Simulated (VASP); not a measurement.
# CO2 (Pbcn) in VASP: electric field gradients with PBE

Aim: the electric field gradients of CO2 with PBE.

Program: VASP 6.6.1. These are calculated values, not measurements. Logs are shortened: lines on timing, memory, paths and dates and some standing lists are left out, and cuts for length are marked.

### 1 The undisturbed crystal

The structure is orthorhombic, space group Pbcn (No. 60). The conventional cell has a = 4.344 Å, b = 6.111 Å, c = 4.285 Å, α = 90.00°, β = 90.00°, γ = 90.00°. Around C (site symmetry 2) lie 2 O at 1.16 Å. O (site symmetry 1) is surrounded by 1 C at 1.16 Å.

### 2 Electric field gradients, PBE (volume scaled by 1.04)

Contents of INCAR:

```
ALGO = Fast ; EDIFF = 1E-8
ENCUT = 520 ; GGA = PE
ISIF = 2 ; ISMEAR = -1
LASPH = True ; LCHARG = False
LEFG = True ; LREAL = False
LWAVE = False ; NBANDS = 44
NELM = 100 ; PREC = Accurate
SIGMA = 0.02
```

Contents of KPOINTS:

```
k-points
0
Gamma
  5 4 5
```

Contents of POSCAR:

```
CO2
1.0
    4.4012657661      0.0000000000      0.0000000000
    0.0000000000      6.1914171168      0.0000000000
    0.0000000000      0.0000000000      4.3413880454
C O
4 8
Direct
    0.0000000000      0.3639848549      0.2500000000
    0.5000000000      0.1360151451      0.7500000000
    0.0000000000      0.6360151451      0.7500000000
    0.5000000000      0.8639848549      0.2500000000
    0.2320199740      0.3691155835      0.3845544059
    0.2679800260      0.1308844165      0.8845544059
    0.7320199740      0.1308844165      0.6154455941
    0.7679800260      0.3691155835      0.1154455941
    0.7679800260      0.6308844165      0.6154455941
    0.7320199740      0.8691155835      0.1154455941
    0.2679800260      0.8691155835      0.3845544059
    0.2320199740      0.6308844165      0.8845544059
```

Potentials or basis: VASP PAW PBE potentials, release 64 (C, O).

Started as:

```sh
cat potpaw_PBE.64/C/POTCAR potpaw_PBE.64/O/POTCAR > POTCAR
mpirun -np 1 vasp_std > vasp.out
```

OUTCAR:

```text
EDIFF = 1E-8
   ENCUT = 520
   GGA = PE
   ISIF = 2
   ISMEAR = -1
   LASPH = True
   LREAL = False
   NELM = 100
   PREC = Accurate

 ion  position               nearest neighbor table
   1  0.000  0.364  0.250-   8 1.18   5 1.18
   2  0.500  0.136  0.750-   7 1.18   6 1.18
   3  0.000  0.636  0.750-   9 1.18  12 1.18
   4  0.500  0.864  0.250-  10 1.18  11 1.18
   5  0.232  0.369  0.385-   1 1.18
   6  0.268  0.131  0.885-   2 1.18
   7  0.732  0.131  0.615-   2 1.18
   8  0.768  0.369  0.115-   1 1.18
   9  0.768  0.631  0.615-   3 1.18
  10  0.732  0.869  0.115-   4 1.18
  11  0.268  0.869  0.385-   4 1.18
  12  0.232  0.631  0.885-   3 1.18

  LATTYP: Found a simple orthorhombic cell.
 ALAT       =     4.3413880454
 B/A-ratio  =     1.0137922987
 C/A-ratio  =     1.4261376896

  Lattice vectors:

 A1 = (   0.0000000000,   0.0000000000,   4.3413880454)
 A2 = (   4.4012657661,   0.0000000000,   0.0000000000)
 A3 = (   0.0000000000,   6.1914171168,   0.0000000000)

Analysis of symmetry for initial positions (statically):
=====================================================================
 Subroutine PRICEL returns:
 Original cell was already a primitive cell.

 Routine SETGRP: Setting up the symmetry group for a
 simple orthorhombic supercell.

 Subroutine GETGRP returns: Found  8 space group operations
 (whereof  2 operations were pure point group operations)
 out of a pool of  8 trial point group operations.

The static configuration has the point symmetry S_2 .
 The point group associated with its full space group is D_2h.

Analysis of symmetry for dynamics (positions and initial velocities):
=====================================================================
 Subroutine PRICEL returns:
 Original cell was already a primitive cell.

 Routine SETGRP: Setting up the symmetry group for a
 simple orthorhombic supercell.

 Subroutine GETGRP returns: Found  8 space group operations
 (whereof  2 operations were pure point group operations)
 out of a pool of  8 trial point group operations.

The dynamic configuration has the point symmetry S_2 .
 The point group associated with its full space group is D_2h.

 Subroutine INISYM returns: Found  8 space group operations
 (whereof  2 operations are pure point group operations),
 and found     1 'primitive' translations

----------------------------------------------------------------------------------------

                                     Primitive cell

  volume of cell :     118.3031

  direct lattice vectors                    reciprocal lattice vectors
     4.401265766  0.000000000  0.000000000     0.227207366  0.000000000  0.000000000
     0.000000000  6.191417117  0.000000000     0.000000000  0.161513912  0.000000000
     0.000000000  0.000000000  4.341388045     0.000000000  0.000000000  0.230341077

  length of vectors
     4.401265766  6.191417117  4.341388045     0.227207366  0.161513912  0.230341077

  position of ions in fractional coordinates (direct lattice)
     0.000000000  0.363984855  0.250000000
     0.500000000  0.136015145  0.750000000
     0.000000000  0.636015145  0.750000000
     0.500000000  0.863984855  0.250000000
     0.232019974  0.369115583  0.384554406
     0.267980026  0.130884417  0.884554406
     0.732019974  0.130884417  0.615445594
     0.767980026  0.369115583  0.115445594
     0.767980026  0.630884417  0.615445594
     0.732019974  0.869115583  0.115445594
     0.267980026  0.869115583  0.384554406
     0.232019974  0.630884417  0.884554406

  ion indices of the primitive-cell ions
   primitive index   ion index
                 1           1
                 2           2
                 3           3
                 4           4
                 5           5
                 6           6
                 7           7
                 8           8
                 9           9
                10          10
                11          11
                12          12

----------------------------------------------------------------------------------------

 KPOINTS: k-points

Automatic generation of k-mesh.
 Grid dimensions read from file:
 generate k-points for:    5    4    5

 Generating k-lattice:

  Cartesian coordinates                     Fractional coordinates (reciprocal lattice)
[... 55 lines left out ...]
   LNONCOLLINEAR =      F non collinear calculations
   LSORBIT =      F    spin-orbit coupling
   LASPH  =      T    aspherical Exc in radial PAW
   ENCUT  =  520.0 eV  38.22 Ry    6.18 a.u.   8.18 11.51  8.07*2*pi/ulx,y,z
   NELM   =    100;   NELMIN=  2; NELMDL= -5     # of ELM steps
   EDIFF  = 0.1E-07   stopping-criterion for ELM
   LREAL  =      F    real-space projection
   EDIFFG = 0.1E-06   stopping-criterion for IOM
   NSW    =      0    number of steps for IOM
   IBRION =     -1    ionic relax: 0-MD 1-quasi-New 2-CG
   NFREE  =      0    steps in history (QN), initial steepest desc. (CG)
   ISIF   =      2    stress and relaxation
   ISYM   =      2    0-nonsym 1-usesym 2-fastsym
   POTIM  = 0.5000    time-step for ionic-motion
   TEBEG  =    0.0;   TEEND  =   0.0 temperature during run
   PSTRESS=    0.0 pullay stress
   NELECT =      64.0000    total number of electrons
   NUPDOWN=      -1.0000    fix difference up-down
   EMIN   =  10.00;   EMAX   =-10.00  energy-range for DOS
   EFERMI =   0.00;   METHOD = LEGACY
   ISMEAR =    -1;   SIGMA  =   0.02  broadening in eV -4-tet -1-fermi 0-gaus
   EFERMI_NEDOS =   21; number of points for ismear=-14 and -15
   IALGO  =     68    algorithm
   IMIX   =      4    mixing-type and parameters
     AMIX     =   0.40;   BMIX     =  1.00
     AMIX_MAG =   1.60;   BMIX_MAG =  1.00
  volume/ion in A,a.u.               =       9.86        66.53
  Fermi-wavevector in a.u.,A,eV,Ry     =   1.333939  2.520780 24.210126  1.779394
  Thomas-Fermi vector in A             =   2.462759
   LORBIT       =      0    0 simple, 1 ext, 2 COOP (PROOUT), +10 PAW based schemes
   GGA     = PE    functional components
   LHFCALC =     F    Hartree Fock is set to
   AEXX    =    0.0000 exact exchange contribution
   IVDW    =     0    specifies the selected vdW correction
   LEPSILON=     F    determine dielectric tensor
   LRPA    =     F    only Hartree local field effects (RPA)
 non-spin polarized calculation
 RMM-DIIS sequential band-by-band and
  energy-cutoff  :      520.00
  volume of cell :      118.30
 maximum number of plane-waves:      3207
 NGX is ok and might be reduce to    36
   NGX = 17   NGY = 23   NGZ = 17

 number of electron      64.0000007 magnetization

 Free energy of the ion-electron system (eV)
  ---------------------------------------------------
  ext. energy  EPLUGINS =         0.00000000
  ---------------------------------------------------
  free energy    TOTEN  =       -89.19316681 eV

  energy without entropy =      -89.19316681  energy(sigma->0) =      -89.19316681

 E-fermi :  -0.1074     XC(G=0):  -9.9274

 val. band max:       -0.5746782066   @ k =   0.4000   0.0000   0.0000
 cond. band min:       6.1922308954   @ k =   0.0000   0.2500   0.0000
 fundamental gap:      6.7669091019
 Fermi energy:        -0.1074377399

 k-point     1 :       0.0000    0.0000    0.0000
  band No.  band energies     occupation
      1     -22.1736      2.00000
      2     -21.4841      2.00000
      3     -21.3981      2.00000
      4     -20.8780      2.00000
      5     -20.5411      2.00000
      6     -20.3770      2.00000
[... 1117 lines left out ...]
     43      10.4454      0.00000
     44      10.5471      0.00000

 [... further k-points ...]

------------------------ aborting loop because EDIFF is reached ----------------------------------------

  FORCE on cell =-STRESS in cart. coord.  units (eV):
  Direction    XX          YY          ZZ          XY          YZ          ZX
  --------------------------------------------------------------------------------------
  -------------------------------------------------------------------------------------
  Total        3.5521041     11.1380582     14.8668492      0.0000000      0.0000000      0.0000000
  in kB       48.1060840    150.8425274    201.3414800      0.0000000      0.0000000      0.0000000
  external PRESSURE =     133.4300304 kB  Pullay stress =       0.0000000 kB

 VOLUME and BASIS-vectors are now :
 -----------------------------------------------------------------------------
  energy-cutoff  :      520.00
  volume of cell :      118.30
      direct lattice vectors                 reciprocal lattice vectors
     4.401265766  0.000000000  0.000000000     0.227207366  0.000000000  0.000000000
     0.000000000  6.191417117  0.000000000     0.000000000  0.161513912  0.000000000
     0.000000000  0.000000000  4.341388045     0.000000000  0.000000000  0.230341077

 POSITION                                       TOTAL-FORCE (eV/Angst)
 -----------------------------------------------------------------------------------
      0.00000      2.25358      1.08535         0.000000      0.053141     -0.000000
      2.20063      0.84213      3.25604         0.000000     -0.053141     -0.000000
      0.00000      3.93784      3.25604         0.000000     -0.053141     -0.000000
      2.20063      5.34929      1.08535         0.000000      0.053141     -0.000000
      1.02118      2.28535      1.66950        -0.732246     -0.043753     -0.406819
      1.17945      0.81036      3.84019         0.732246      0.043753     -0.406819
      3.22181      0.81036      2.67189        -0.732246      0.043753      0.406819
      3.38008      2.28535      0.50119         0.732246     -0.043753      0.406819
      3.38008      3.90607      2.67189         0.732246      0.043753      0.406819
      3.22181      5.38106      0.50119        -0.732246     -0.043753      0.406819
      1.17945      5.38106      1.66950         0.732246     -0.043753     -0.406819
      1.02118      3.90607      3.84019        -0.732246      0.043753     -0.406819
 -----------------------------------------------------------------------------------
    total drift:                                0.000000      0.000000      0.000000

  FREE ENERGIE OF THE ION-ELECTRON SYSTEM (eV)
  ---------------------------------------------------
  free  energy   TOTEN  =       -89.1931668113 eV

  energy  without entropy=      -89.1931668113  energy(sigma->0) =      -89.19316681

 Electric field gradients (V/A^2)
---------------------------------------------------------------------
 ion       V_xx      V_yy      V_zz      V_xy      V_xz      V_yz
---------------------------------------------------------------------
   1     -31.527    25.604     5.923    -0.000   -32.014     0.000
   2     -31.527    25.604     5.923    -0.000    32.014    -0.000
   3     -31.527    25.604     5.923     0.000   -32.014    -0.000
   4     -31.527    25.604     5.923     0.000    32.014     0.000
   5      46.765   -32.444   -14.321     6.044    49.611     3.405
   6      46.765   -32.444   -14.321     6.044   -49.611    -3.405
   7      46.765   -32.444   -14.321    -6.044   -49.611     3.405
   8      46.765   -32.444   -14.321    -6.044    49.611    -3.405
   9      46.765   -32.444   -14.321     6.044    49.611     3.405
  10      46.765   -32.444   -14.321     6.044   -49.611    -3.405
  11      46.765   -32.444   -14.321    -6.044   -49.611     3.405
  12      46.765   -32.444   -14.321    -6.044    49.611    -3.405
---------------------------------------------------------------------

 Electric field gradients after diagonalization (V/A^2)
 (convention: |V_zz| > |V_xx| > |V_yy|)
----------------------------------------------------------------------
 ion       V_xx      V_yy      V_zz     asymmetry (V_yy - V_xx)/ V_zz
----------------------------------------------------------------------
   1      25.604    24.286   -49.890       0.026
   2      25.604    24.286   -49.890       0.026
   3      25.604    24.286   -49.890       0.026
   4      25.604    24.286   -49.890       0.026
   5     -42.037   -32.892    74.929       0.122
   6     -42.037   -32.892    74.929       0.122
   7     -42.037   -32.892    74.929       0.122
   8     -42.037   -32.892    74.929       0.122
   9     -42.037   -32.892    74.929       0.122
  10     -42.037   -32.892    74.929       0.122
  11     -42.037   -32.892    74.929       0.122
  12     -42.037   -32.892    74.929       0.122
----------------------------------------------------------------------

           NMR quadrupolar parameters

 Cq : quadrupolar parameter    Cq=e*Q*V_zz/h
 eta: asymmetry parameters     (V_yy - V_xx)/ V_zz
 Q  : nuclear electric quadrupole moment in mb (millibarn)
----------------------------------------------------------------------
 ion       Cq(MHz)       eta       Q (mb)
----------------------------------------------------------------------
   1      -0.121       0.026       1.000
   2      -0.121       0.026       1.000
   3      -0.121       0.026       1.000
   4      -0.121       0.026       1.000
   5       0.181       0.122       1.000
   6       0.181       0.122       1.000
   7       0.181       0.122       1.000
   8       0.181       0.122       1.000
   9       0.181       0.122       1.000
  10       0.181       0.122       1.000
  11       0.181       0.122       1.000
  12       0.181       0.122       1.000
----------------------------------------------------------------------
```

It took 1.7 min on 1 thread of AMD EPYC 9R45 (Zen 5), shared host; peak memory 0.24 GiB.

What came out:

```yaml
Free_energy: -89.1932 eV
Pressure: 13.3 GPa
Largest_force: 0.839 eV/Å
Band_gap_on_the_k_mesh: 6.77 eV, indirect (least direct gap 6.90 eV)
```

Forces in eV/Å, atoms in the order of the input:
```
C    0.000  0.053  0.000
C    0.000 -0.053  0.000
C    0.000 -0.053  0.000
C    0.000  0.053  0.000
O   -0.732 -0.044 -0.407
O    0.732  0.044 -0.407
O   -0.732  0.044  0.407
O    0.732 -0.044  0.407
O    0.732  0.044  0.407
O   -0.732 -0.044  0.407
O    0.732 -0.044 -0.407
O   -0.732  0.044 -0.407
```

Levels at points of the mesh, in eV from the valence-band top:
| k point | band 30 | band 31 | band 32 | band 33 | band 34 | band 35 |
| --- | --- | --- | --- | --- | --- | --- |
| (0.00, 0.00, 0.00) | -0.56 | -0.13 | -0.10 | 6.88 | 7.11 | 7.55 |
| (0.00, 0.50, 0.00) | -0.48 | -0.27 | -0.27 | 6.97 | 6.97 | 7.88 |

Electric field gradients, principal values (V/Å²):
| atom | Vxx | Vyy | Vzz |
| --- | --- | --- | --- |
| 1 C | 24.286 | 25.604 | -49.890 |
| 2 C | 24.286 | 25.604 | -49.890 |
| 3 C | 24.286 | 25.604 | -49.890 |
| 4 C | 24.286 | 25.604 | -49.890 |
| 5 O | -32.892 | -42.037 | 74.929 |
| 6 O | -32.892 | -42.037 | 74.929 |
| 7 O | -32.892 | -42.037 | 74.929 |
| 8 O | -32.892 | -42.037 | 74.929 |
| 9 O | -32.892 | -42.037 | 74.929 |
| 10 O | -32.892 | -42.037 | 74.929 |
| 11 O | -32.892 | -42.037 | 74.929 |
| 12 O | -32.892 | -42.037 | 74.929 |

Caveat: the standard files for N, O and F lose accuracy on very short bonds; an odd mesh through Γ misses points on the zone boundary, where band edges often lie.
